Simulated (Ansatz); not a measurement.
# AlN (Fm-3m): zero-pressure volume and bulk modulus with r²SCAN + D4

One table from this session's results is given with a row withheld; the runs are named, their logs left out.

Program: Ansatz 0.2.0. Level of theory: DFT r²SCAN + D4, scalar-relativistic, plane waves, PAW. These are calculated values, not measurements.

## The system as given

The structure is cubic, space group Fm-3m (No. 225). The conventional cell has a = 3.956 Å, b = 3.956 Å, c = 3.956 Å, α = 90.00°, β = 90.00°, γ = 90.00°. Around Al (site symmetry m-3m) lie 6 N at 1.98 Å. N (site symmetry m-3m) is surrounded by 6 Al at 1.98 Å.

Coordinates:

```cif
data_structure
_symmetry_space_group_name_H-M 'Fm-3m'
_symmetry_Int_Tables_number 225
_cell_length_a 3.9560
_cell_length_b 3.9560
_cell_length_c 3.9560
_cell_angle_alpha 90.000
_cell_angle_beta 90.000
_cell_angle_gamma 90.000
_cell_volume 61.91
loop_
_atom_site_label
_atom_site_type_symbol
_atom_site_symmetry_multiplicity
_atom_site_Wyckoff_symbol
_atom_site_fract_x
_atom_site_fract_y
_atom_site_fract_z
_atom_site_occupancy
Al1 Al 4 a 0.00000 0.00000 0.00000 1
N1 N 4 b 0.50000 0.00000 0.00000 1
```

An earlier run on this cell at PBE gave 25.56 GPa at 7.739 Å³/atom (10×10×10 mesh), gap on the mesh 5.17 eV. The cell is compressed at this level.

The first run:

Contents of input.yaml:

```yaml
crystal:
  lattice:
    - [0.0, 1.9780005664, 1.9780005664]
    - [1.9780005664, 0.0, 1.9780005664]
    - [1.9780005664, 1.9780005664, 0.0]
  atoms:
    - { symbol: Al, position: [0.0, 0.0, 0.0] }
    - { symbol: "N", position: [0.5, 0.5, 0.5] }
basis:
  ecutwfc: 500
  ecutrho_ratio: 4
kpoints:
  mp_grid: { grid: [10, 10, 10] }
hamiltonian:
  xc: r2scan
  dispersion: d4
scf:
  occupations: { method: gaussian, width: 0.05 }
output:
  forces: true
  stress: true
  eigenvalues: true
```

The run is started by

```sh
ansatz run input.yaml --threads 4 --pin off --max-ram 8192MiB --backend cpu --events-out ev --progress --plain --runs-dir out
```

Among the steps run: At the given cell; Stepping to 8.584 Å³/atom; Stepping to 8.150 Å³/atom; Stepping to 8.157 Å³/atom; Volume × 0.98 of the new zero; Volume × 1.02 of the new zero; Volume × 0.96 of the new zero; Volume × 1.04 of the new zero.

One table of the session follows, with a row left open; its other results are not shown here.

It belongs to the step «Energy and pressure against volume». 

```
volume (Å³/atom)  energy (meV/atom)  pressure (GPa)
           7.830              12.25           12.43
           7.994                  ?               ?
           8.157               0.00            0.00
           8.320               2.77           -5.35
           8.483              10.73          -10.21
```

Estimate the missing values for volume (Å³/atom) = 7.994.

Worked estimate for «energy (meV/atom)». A straight line through the neighbours (7.830, 12.25) and (8.157, 0.00) gives 12.25 + (0.00 − 12.25) × (7.994 − 7.830) / (8.157 − 7.830) = 6.11; a parabola fitted to 3 rows on both sides gives 3.14.

The run gave: energy (meV/atom): 2.96; pressure (GPa): 5.91. In «energy (meV/atom)» the line misses by +3.15 and the parabola by +0.18.
